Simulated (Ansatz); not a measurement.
## ZrSi2: course of a relaxation

Method: DFT PBE, scalar-relativistic, plane waves, PAW (Ansatz 0.2.0). (420 eV cutoff, 10×10×10 k-mesh, Gaussian smearing of 0.10 eV, no spin polarisation)

What was changed: relaxed at 1 GPa.

Command:

```bash
ansatz run input.yaml --threads 1 --pin off --max-ram 2560MiB --backend cpu --events-out ev --progress --plain --runs-dir out
```

Input:

```yaml
crystal:
  lattice:
    - [1.8465182547, -7.3697783844, 0.0]
    - [1.8465182547, 7.3697783844, 0.0]
    - [0.0, 0.0, 3.6670134244]
  atoms:
    - { symbol: Zr, position: [0.8946665385, 0.1053334615, 0.75] }
    - { symbol: Zr, position: [0.1053334615, 0.8946665385, 0.25] }
    - { symbol: Si, position: [0.5530999461, 0.4469000539, 0.75] }
    - { symbol: Si, position: [0.4469000539, 0.5530999461, 0.25] }
    - { symbol: Si, position: [0.2503123056, 0.7496876944, 0.75] }
    - { symbol: Si, position: [0.7496876944, 0.2503123056, 0.25] }
basis:
  ecutwfc: 420
kpoints:
  mp_grid: { grid: [10, 10, 10] }
hamiltonian:
  xc: pbe
scf:
  occupations: { method: gaussian, width: 0.1 }
output:
  forces: true
  stress: true
  eigenvalues: true
relax:
  adjacent_minimum: "off"
  f_tol: 0.008
  max_steps: 50
  cell: { stress_tol: 0.08, p_target: 1.0 }
```

F is the free energy. Steps run on the plane waves of an earlier cell, but the last one, and at times one on the way, on a freshly chosen basis, so a repeated geometry can differ a little in energy. The relaxation lowers the enthalpy F + PV at the target pressure, so F itself can rise.

Steps:

```
step F − F(1) (eV) largest force component (eV/Å) V (Å³/atom) P (GPa)
   1         0.0000                           0.022       16.634     1.31
   2        -0.0019                           0.054       16.686     0.82
   3        -0.0015                           0.011       16.666     1.01
   4        -0.0015                           0.006       16.666     0.99
   5        -0.0015                           0.006       16.666     0.99
```

Relaxed structure:

```xyz
6
Lattice="1.8480 -7.3677 0.0000 1.8480 7.3677 0.0000 0.0000 0.0000 3.6721" Properties=species:S:1:pos:R:3 pbc="T T T"
Zr    1.8480   -5.8176    2.7541
Zr    1.8480    5.8176    0.9180
Si    1.8480   -0.7853    2.7541
Si    1.8480    0.7853    0.9180
Si    1.8480    3.6797    2.7541
Si    1.8480   -3.6797    0.9180
```

Symmetry: Cmcm, No. 63, orthorhombic system. The conventional cell has a = 3.696 Å, b = 14.735 Å, c = 3.672 Å, α = 90.00°, β = 90.00°, γ = 90.00°. Zr (site symmetry m2m) has 10 Si at 2.71 to 2.98 Å as nearest neighbours. Around Si (site symmetry m2m) lie 2 Si at 2.42 Å and 4 Zr at 2.71 Å. Si (site symmetry m2m) has 4 Si at 2.61 Å and 4 Zr at 2.82 Å as nearest neighbours.

The run converged. The run took 2.6 min on 1 thread of Arm Neoverse V1, with other jobs on the host, peak memory 0.64 GiB.